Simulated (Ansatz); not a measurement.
Program: Ansatz.

input.yaml

```yaml
accuracy: low
crystal:
  lattice:
    - [10.04, 0.0, 0.0]
    - [5.02, 7.099352, 0.0]
    - [0.0, 0.0, 25.198704]
  atoms:
    - { symbol: Ba, position: [0.0, 0.0, 0.0396846] }
    - { symbol: Ba, position: [0.5, 0.0, 0.0396846] }
    - { symbol: Ba, position: [0.0, 0.5, 0.0396846] }
    - { symbol: Ba, position: [0.5, 0.5, 0.0396846] }
    - { symbol: Ba, position: [-0.2402724, 0.48174037, 0.16943097] }
    - { symbol: Ba, position: [0.24401012, 0.50108412, 0.17554517] }
    - { symbol: Ba, position: [-0.26087787, 0.97594492, 0.16724616] }
    - { symbol: Ba, position: [0.2853563, 0.98185758, 0.16522469] }
    - { symbol: Ba, position: [-0.01494236, -0.02955518, 0.30876121] }
    - { symbol: Ba, position: [0.49920161, -0.01114345, 0.32883557] }
    - { symbol: Ba, position: [-0.00355051, 0.50626155, 0.31077521] }
    - { symbol: Ba, position: [0.50175171, 0.4784296, 0.31213343] }
    - { symbol: Ba, position: [-0.25601428, 0.46816151, 0.46313474] }
    - { symbol: Ba, position: [0.21852491, 0.47739527, 0.45923684] }
    - { symbol: Ba, position: [-0.24829867, 0.98411532, 0.45246006] }
    - { symbol: Ba, position: [0.2325793, 1.00184292, 0.45502434] }
    - { symbol: Ba, position: [0.03622644, 0.0006576, 0.60281121] }
    - { symbol: Ba, position: [0.44736154, -0.000892, 0.62074532] }
    - { symbol: Ba, position: [-0.00836871, 0.51891871, 0.60231508] }
    - { symbol: Ba, position: [0.47693049, 0.48788578, 0.61370497] }
    - { symbol: O, position: [0.33366668, 0.8192376, 0.59689722] }
basis:
  ecutwfc: 420.0
kpoints:
  mp_grid: { grid: [2, 2, 1] }
hamiltonian:
  xc: pbe
scf:
  occupations: { method: fermi_dirac, width: 0.05 }
  lower_state_search: "off"
  max_iter: 54
md:
  timestep: 1
  n_steps: 25
  ensemble: nve
  temperature: 1800.0
  initial_velocities: maxwell_boltzmann
  seed: 804069
  constraints: [{ sites: [0, 1, 2, 3] }]
  temperature_schedule: [{ n_steps: 10, end_temperature: 100.0 }]
```

Command:

```bash
$ ansatz run input.yaml --threads 4 --pin off --max-ram 10240MiB --backend cpu --events-out ev --progress --plain --runs-dir out
```

Problem. What does the program answer?

Solution. The program refused the input.

```
Error: invalid value for `md.temperature_schedule`: only applies to ensemble: nvt_langevin, nvt_nose_hoover or npt_langevin, whose set-point it moves — drop it or switch ensemble
```
